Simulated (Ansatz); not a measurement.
## ZnO: course of a relaxation

These are results of Ansatz, DFT r2SCAN, scalar-relativistic, plane waves, PAW, not measurements. Settings: 500 eV cutoff, 12×12×6 k-mesh, Gaussian smearing of 0.02 eV, no spin polarisation.

What was changed: relaxed at 60 GPa.

The real crystal has changed phase below this pressure.

Command:

```bash
ansatz run input.yaml --threads 1 --pin off --max-ram 2560MiB --backend cpu --events-out ev --progress --plain --runs-dir out
```

Input:

```yaml
crystal:
  lattice:
    - [3.0024903214, 0.0, 0.0]
    - [-1.5012451607, 2.6002328929, 0.0]
    - [0.0, 0.0, 4.829957585]
  atoms:
    - { symbol: Zn, position: [0.6666666667, 0.3333333333, 0.500223803] }
    - { symbol: Zn, position: [0.3333333333, 0.6666666667, 0.000223803] }
    - { symbol: O, position: [0.6666666667, 0.3333333333, 0.880086197] }
    - { symbol: O, position: [0.3333333333, 0.6666666667, 0.380086197] }
basis:
  ecutwfc: 500
kpoints:
  mp_grid: { grid: [12, 12, 6] }
hamiltonian:
  xc: r2scan
scf:
  occupations: { method: gaussian, width: 0.02 }
output:
  forces: true
  stress: true
  eigenvalues: true
relax:
  adjacent_minimum: "off"
  f_tol: 0.008
  max_steps: 50
  cell: { stress_tol: 0.08, p_target: 60.0 }
```

F is the free energy. Steps run on the plane waves of an earlier cell, but the last one, and at times one on the way, on a freshly chosen basis, so a repeated geometry can differ a little in energy. The relaxation lowers the enthalpy F + PV at the target pressure, so F itself can rise.

Steps:

```tsv
step	F − F(1) (eV)	largest force component (eV/Å)	V (Å³/atom)	P (GPa)
1	0.0000	0.003	9.427	55.46
2	0.1135	0.010	9.347	58.64
3	0.1637	0.013	9.313	60.03
4	0.1632	0.015	9.313	60.02
5	0.1610	0.018	9.314	59.92
6	0.1601	0.045	9.312	59.69
7	0.1700	0.153	9.294	59.23
8	0.2126	0.493	9.219	58.40
9	0.2865	0.476	9.157	60.33
10	0.5964	0.445	8.841	68.53
11	0.2718	0.007	9.004	59.21
12	0.2973	0.000	8.987	59.96
13	0.2971	0.000	8.987	60.01
14	0.2971	0.000	8.987	60.00
15	0.2971	0.000	8.987	60.00
```

Relaxed structure:

```
CELL_PARAMETERS angstrom
3.20383 0.00000 0.00000
-1.60191 2.77459 0.00000
0.00000 0.00000 4.04385
ATOMIC_POSITIONS crystal
Zn 0.66667 0.33333 0.44015
Zn 0.33333 0.66667 0.94015
O 0.66667 0.33333 0.94016
O 0.33333 0.66667 0.44016
```

It takes space group P6_3/mmc (No. 194, hexagonal). Conventional cell: a = 3.204 Å, b = 3.204 Å, c = 4.044 Å, α = 90.00°, β = 90.00°, γ = 120.00°. Zn (site symmetry -6m2) has 5 O at 1.85 to 2.02 Å as nearest neighbours. O (site symmetry -6m2) has 5 Zn at 1.85 to 2.02 Å as nearest neighbours.

The run converged. It took 5 min on 1 thread of Intel(R) Xeon(R) Platinum 8259CL CPU @ 2.50GHz (Skylake/Cascade Lake), with other jobs on the host, peak memory 0.54 GiB.